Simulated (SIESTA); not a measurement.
Ti:

```xyz
1
Lattice="0.0000 2.0300 2.0300 2.0300 0.0000 2.0300 2.0300 2.0300 0.0000" Properties=species:S:1:pos:R:3 pbc="T T T"
Ti    0.0000    0.0000    0.0000
```

This isn't the form of Ti at room conditions, which is hcp.

```yaml
Program: SIESTA 5.4.2
Task: single point
Functional: PBEsol
Potentials_or_basis: PseudoDojo 0.4 standard (PBEsol files)
Basis: DZP (energy shift 0.003 Ry; two zetas on semicore shells)
Grid_cutoff: 800 Ry
Energy_shift: 0.003 Ry
k_mesh: 11 × 11 × 11
Occupations: fermi-dirac, width 0.05 eV
Spin: no spin polarisation
```

On this cell: pressure 0.0 GPa; band gap on the k mesh none (metal or under the smearing width).

The same run follows on a disturbed copy (cell strained at random at fixed volume):

```
Ti
1.0
     0.02177    1.99869    2.03132
     2.00646    0.00299    2.05009
     2.03951    2.05051   -0.03005
Ti
1
Direct
  0.98433 0.00381 0.00663
```

Q: What does the disturbed cell give?

A: The energy (extrapolated to zero smearing) moves by +6.3 meV/atom; pressure 0.0 GPa; band gap on the k mesh none (metal or under the smearing width).

Stress tensor (GPa, compression positive):
```
 0.57 -1.98  0.25
-1.98  0.37  1.62
 0.25  1.62 -0.79
```

Caveats: the basis of atomic orbitals isn't converged, which shifts pressures, moduli and gaps.
